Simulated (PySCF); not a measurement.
Functional benchmark on one molecule

Molecule: Maleic Anhydride (SMILES C1(=O)C=CC(=O)O1).

Atoms are numbered as in `[O:1]=[C:2]1[CH:3]=[CH:4][C:5](=[O:6])[O:7]1` (H(Xn): hydrogen on atom n).

Geometry PBE0-D3(BJ)/def2-SVP throughout; GIAO in PySCF 2.14.0 with density-fitted response routines, gas phase, one conformer, non-relativistic; equivalent atoms averaged; basis pcSseg-2.

Reference values (measured; CH3CN; Olsson, Cremer, J. Phys. Chem. 1996, 100, 16881): δ(O1/O6) = 437.1 ppm vs H2O (gas), δ(O7) = 288.1 ppm vs H2O (gas). Computed shifts are taken against H2O, calculated as an isolated molecule at each level.

**Question.** How do the functionals LDA, BP86, OPBE, KT2, KT3, B97-D, B3LYP, WP04, CAM-B3LYP perform against the reference? Times are CPU seconds on shared hosts with different chips, so compare them loosely; the GGAs took longer than the global hybrids here, which isn't the general rule, and the cause wasn't traced.

**Answer.** 
| functional | kind | O1/O6 | O7 | mean abs. error O | core-s |
| --- | --- | --- | --- | --- | --- |
| LDA | LDA | 526.3 | 336.5 | 68.8 | 37 |
| BP86 | GGA | 499.5 | 318.8 | 46.5 | 40 |
| OPBE | GGA | 481.0 | 309.4 | 32.6 | 46 |
| KT2 | GGA | 464.7 | 304.2 | 21.8 | 42 |
| KT3 | GGA | 458.7 | 300.3 | 16.9 | 40 |
| B97-D | GGA | 480.0 | 308.3 | 31.5 | 38 |
| B3LYP | global hybrid | 496.0 | 311.2 | 41.0 | 29 |
| WP04 | global hybrid | 480.5 | 301.9 | 28.6 | 28 |
| CAM-B3LYP | range-separated hybrid | 490.6 | 307.6 | 36.5 | 39 |

For 17O the closest is KT3 (16.9 ppm) and the furthest LDA (68.8 ppm). One molecule is a small sample, and vibrational and solvent effects are absent from the calculation.
